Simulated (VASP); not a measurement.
SnSe in VASP 6.6.1, single-point calculation

INCAR

```
GGA = PE
LCHARG = .FALSE.
ISMEAR = -1
EDIFF = 1E-8
LASPH = .TRUE.
NBANDS = 17
IBRION = -1
LWAVE = .FALSE.
ISIF = 2
NSW = 0
ENCUT = 520
NELM = 62
PREC = Accurate
LREAL = .FALSE.
SIGMA = 0.02
```

KPOINTS

```
KPOINTS created by Atomic Simulation Environment
0
Gamma
8 8 8
0 0 0
```

POSCAR

```
Sn Se
 1.0000000000000000
     0.0000000000000000    2.8422117735999999    2.8422117735999999
     2.8422117735999999    0.0000000000000000    2.8422117735999999
     2.8422117735999999    2.8422117735999999    0.0000000000000000
 Sn  Se
   1   1
Cartesian
  0.0000000000000000  0.0000000000000000  0.0000000000000000
  2.8422117735999999  2.8422117735999999  2.8422117735999999
```

The recommended PBE PAW datasets give the neutral cell 20 valence electrons.

Command

```
mpirun -np 1 vasp_std
```

OSZICAR

```
N       E                     dE             d eps       ncg     rms          rms(c)
DAV:   1     0.135968524440E+03    0.13597E+03   -0.99721E+03  1004   0.152E+03
DAV:   2     0.369952519342E+01   -0.13227E+03   -0.12834E+03  1082   0.365E+02
DAV:   3    -0.770429359686E+01   -0.11404E+02   -0.11324E+02  1244   0.915E+01
DAV:   4    -0.796937652138E+01   -0.26508E+00   -0.26491E+00  1172   0.146E+01
DAV:   5    -0.797639998382E+01   -0.70235E-02   -0.70230E-02  1374   0.235E+00    0.431E+00
DAV:   6    -0.786696347036E+01    0.10944E+00   -0.21875E-01  1411   0.312E+00    0.267E+00
DAV:   7    -0.786263875872E+01    0.43247E-02   -0.65623E-02  1253   0.125E+00    0.976E-01
DAV:   8    -0.786336251771E+01   -0.72376E-03   -0.65443E-03  1256   0.753E-01    0.798E-02
DAV:   9    -0.786340251941E+01   -0.40002E-04   -0.66372E-04  1397   0.276E-01    0.542E-02
DAV:  10    -0.786340776905E+01   -0.52496E-05   -0.74898E-05  1222   0.567E-02    0.148E-02
DAV:  11    -0.786341183741E+01   -0.40684E-05   -0.18514E-05  1295   0.419E-02    0.695E-03
DAV:  12    -0.786341166413E+01    0.17328E-06   -0.10319E-06  1268   0.910E-03    0.409E-03
DAV:  13    -0.786341153545E+01    0.12868E-06   -0.21570E-07  1431   0.432E-03    0.921E-04
DAV:  14    -0.786341143285E+01    0.10260E-06   -0.49570E-08  1108   0.142E-03    0.562E-04
DAV:  15    -0.786341143388E+01   -0.10268E-08   -0.93695E-10   592   0.193E-04
   1 F= -.78634114E+01 E0= -.78634114E+01  d E =-.138178E-07
```

From OUTCAR

```
k-points           NKPTS =     29   k-points in BZ     NKDIM =     29   number of bands    NBANDS=     17

   NELECT =      20.0000    total number of electrons

   dimension x,y,z NGX =    30 NGY =   30 NGZ =   30
   dimension x,y,z NGXF=    60 NGYF=   60 NGZF=   60

  energy-cutoff  :      520.00
  volume of cell :       45.92
      direct lattice vectors                 reciprocal lattice vectors
     0.000000000  2.842211774  2.842211774    -0.175919333  0.175919333  0.175919333
     2.842211774  0.000000000  2.842211774     0.175919333 -0.175919333  0.175919333
     2.842211774  2.842211774  0.000000000     0.175919333  0.175919333 -0.175919333

 k-points in reciprocal lattice and weights: KPOINTS created by Atomic Simulation Env
   0.00000000  0.00000000  0.00000000       0.002
   0.12500000  0.00000000  0.00000000       0.016
   0.25000000  0.00000000  0.00000000       0.016
   0.37500000  0.00000000  0.00000000       0.016
   0.50000000  0.00000000  0.00000000       0.008
   0.12500000  0.12500000  0.00000000       0.012
   0.25000000  0.12500000  0.00000000       0.047
   0.37500000  0.12500000  0.00000000       0.047
   ...

 E-fermi :   8.1677

 k-point     1 :       0.0000    0.0000    0.0000
  band No.  band energies     occupation
      1     -13.9776      2.00000
      2     -13.9776      2.00000
      3     -13.9703      2.00000
      4     -13.9703      2.00000
      5     -13.9703      2.00000
      6      -7.5142      2.00000
      7       3.2498      2.00000
      8       4.9485      2.00000
      9       4.9485      2.00000
     10       4.9485      2.00000
     11      12.6502      0.00000
     12      12.6502      0.00000
     13      12.6502      0.00000
     14      13.2939      0.00000
     15      13.2939      0.00000
     16      13.2939      0.00000
     17      15.5823      0.00000

 k-point     2 :       0.1250    0.0000    0.0000
  band No.  band energies     occupation
      1     -13.9797      2.00000
      2     -13.9797      2.00000
      3     -13.9698      2.00000
      4     -13.9671      2.00000
      5     -13.9671      2.00000
      6      -7.3663      2.00000
      7       2.1256      2.00000
      8       4.9708      2.00000
      9       4.9708      2.00000
     10       5.8794      2.00000
     11      11.4851      0.00000
     12      11.6181      0.00000
     13      11.6181      0.00000
     14      13.4351      0.00000
     15      13.7491      0.00000
     16      13.7491      0.00000
     17      16.9929      0.00000

 k-point     3 :       0.2500    0.0000    0.0000
  band No.  band energies     occupation
      1     -13.9859      2.00000
      2     -13.9859      2.00000
      3     -13.9686      2.00000
      4     -13.9581      2.00000
      5     -13.9581      2.00000
      6      -6.9575      2.00000
      7       0.5007      2.00000
      8       5.0494      2.00000
      9       5.0494      2.00000
     10       6.8950      2.00000
     11      10.1591      0.00000
     12      10.1944      0.00000
     13      10.1944      0.00000
     14      13.7976      0.00000
     15      14.8261      0.00000
     16      14.8261      0.00000
     17      19.7874      0.00000

 ...

  Total        4.0328358      4.0328358      4.0328358     -0.0000000      0.0000000     -0.0000000
  in kB      140.7089825    140.7089825    140.7089825     -0.0000000      0.0000000     -0.0000000
  external PRESSURE =     140.7089825 kB  Pullay stress =       0.0000000 kB

 POSITION                                       TOTAL-FORCE (eV/Angst)
 -----------------------------------------------------------------------------------
      0.00000      0.00000      0.00000         0.000000      0.000000      0.000000
      2.84221      2.84221      2.84221        -0.000000     -0.000000     -0.000000
 -----------------------------------------------------------------------------------
    total drift:                               -0.000000      0.000000      0.000000

  FREE ENERGIE OF THE ION-ELECTRON SYSTEM (eV)
  ---------------------------------------------------
  free  energy   TOTEN  =        -7.8634114339 eV

  energy  without entropy=       -7.8634114201  energy(sigma->0) =       -7.86341143
```

It converged. Results: gap between bands v and c on the k mesh 0.61 eV; least direct gap on the k mesh 0.74 eV; pressure 14.1 GPa. Band v is the last that the valence electrons fill when counted band by band, and c is the next.

For comparison, a separate PBE run of the intended cell, on usual settings and not on those above, gives a gap of 0.61 eV on its mesh and a pressure of 14.1 GPa.

The run above took about 33 s on one core of a shared host (Intel Xeon Platinum 8488C) and held 0.18 GiB at most.
